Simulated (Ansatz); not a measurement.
input.yaml

```yaml
crystal:
  lattice:
    - [-1.8912147, 1.8951786, 1.8732414]
    - [1.9131519, -1.8589786, 1.8589786]
    - [1.8692775, 1.8370414, -1.8370414]
  atoms:
    - { symbol: Zr, position: [0.0, 0.0, 0.0] }
basis:
  ecutwfc: 420
kpoints:
  mp_grid: { grid: [14, 14, 14] }
hamiltonian:
  xc: pbesol
scf:
  occupations: { method: gaussian, width: 0.1 }
output:
  forces: true
  stress: true
  eigenvalues: true
  populations: true
```

It can be run as
```bash
ansatz run input.yaml --threads 1 --pin off --backend cpu --events-out ev --progress --plain --runs-dir out  # memory cap (--max-ram) not shown
```

Theory: DFT PBEsol, scalar-relativistic, plane waves, PAW in Ansatz.

From the run's log, abridged (iterations and final results):

```
SCF iter   1: F=—  HF=-4128.364445 eV  |F-HF|=—  |Δ(HF+E_count)|=         —  Δρ=2.82e-3  dr2=1.39e-3  ethr=1.77e-3  ⟨swp⟩=5.1  Hψ=41856  notcnv=0
SCF iter   2: F=—  HF=-4128.363807 eV  |F-HF|=—  |Δ(HF+E_count)|=   6.38e-4  Δρ=1.59e-3  dr2=4.33e-4  ethr=1.16e-5  ⟨swp⟩=1.2  Hψ=13629  notcnv=0
SCF iter   3: F=—  HF=-4128.363801 eV  |F-HF|=—  |Δ(HF+E_count)|=   6.32e-6  Δρ=3.16e-4  dr2=2.53e-5  ethr=3.61e-6  ⟨swp⟩=1.0  Hψ=7390  notcnv=0
SCF iter   4: F=—  HF=-4128.363798 eV  |F-HF|=—  |Δ(HF+E_count)|=   3.07e-6  Δρ=1.17e-4  dr2=2.35e-6  ethr=2.11e-7  ⟨swp⟩=1.1  Hψ=7508  notcnv=0
SCF iter   5: F=-4128.363797 eV  HF=-4128.363797 eV  |F-HF|=9.39e-10  |Δ(HF+E_count)|=   4.23e-7  Δρ=5.60e-6  dr2=5.67e-9  ethr=1.96e-8  ⟨swp⟩=1.9  Hψ=8437  notcnv=0
SCF iter   6: F=-4128.363797 eV  HF=-4128.363797 eV  |F-HF|=1.06e-10  |Δ(HF+E_count)|=   3.81e-9  Δρ=2.00e-6  dr2=6.15e-10  ethr=4.72e-11  ⟨swp⟩=2.2  Hψ=25660  notcnv=0
SCF 1 converged in 6 iterations: F = -4128.363797 eV  dr2 = 6.15e-10
SCF converged after 6 iterations
Free energy (F): -4128.363797 eV
Harris-Foulkes:  -4128.363797 eV  (|F-HF|=1.06e-10)
Internal energy: -4128.352614 eV  (E = F + TS)
E sigma→0 (E₀):  -4128.358206 eV
Entropy (-TS):   -0.011183 eV (-11.183 meV/atom)
Fermi energy:    11.715444 eV
--- Per-component energies (eV) ---
  E_band       = -121.603957
  E_kinetic    = 329.227588
  E_local      = -686.033295  (includes V_loc(G=0)·N_el)
  E_nonlocal   = 82.170484
  E_hartree    = 211.317554
  E_xc         = -158.673134
  E_vxc        = -187.975975  (∫ρ·V_xc dr)
  E_paw        = -2900.092969  (= ΣΔE_a)
  E_vpaw       = -81.627733  (= ΣTr[D̂ρ^β])
  E_aug_tail   = 0.000023  (compensation charges beyond the density's cutoff)
  E_ewald      = -1006.434587
  E_core_change = 0.165720  (= ΣΔE_core)
  E_smearing   = -0.011183  (= −TS)
--- Forces (eV/Å), atoms counted from 1 ---
  atom   1  Zr     0.00000000     0.00000000     0.00000000
--- Stress (GPa, compression-positive) ---
      -12.950463       0.268786      -0.268786
        0.268786     -13.077458      -0.457250
       -0.268786      -0.457250     -13.077458
  P = ⅓ Tr σ = -13.0351 GPa (-130.351 kbar)
--- Band table (eV; the first three rows and the last of 744) ---
  k-point 0: bands = ["-36.9567", "-14.6437", "-14.6388", "-14.6090", "6.5668", "12.5682", "12.8218", "12.8515", "14.8481", "14.9987"]
  k-point 1: bands = ["-36.9520", "-14.6646", "-14.6406", "-14.6324", "6.7201", "12.6068", "12.7480", "12.9166", "14.7131", "14.9690"]
  k-point 2: bands = ["-36.9390", "-14.7538", "-14.6723", "-14.6391", "7.1580", "12.4672", "12.5691", "13.2947", "14.4482", "14.9507"]
  k-point 743: bands = ["-36.7995", "-15.1210", "-15.0823", "-15.0596", "9.6351", "9.6646", "16.4897", "16.5259", "16.7842", "18.0530"]
--- Löwdin populations: 1 site ---
  site symbol q [e]
     0     Zr     11.9192
  spilling = 0.006730 (of n_electrons = 12.000000)
```

The calculation finished and met its thresholds.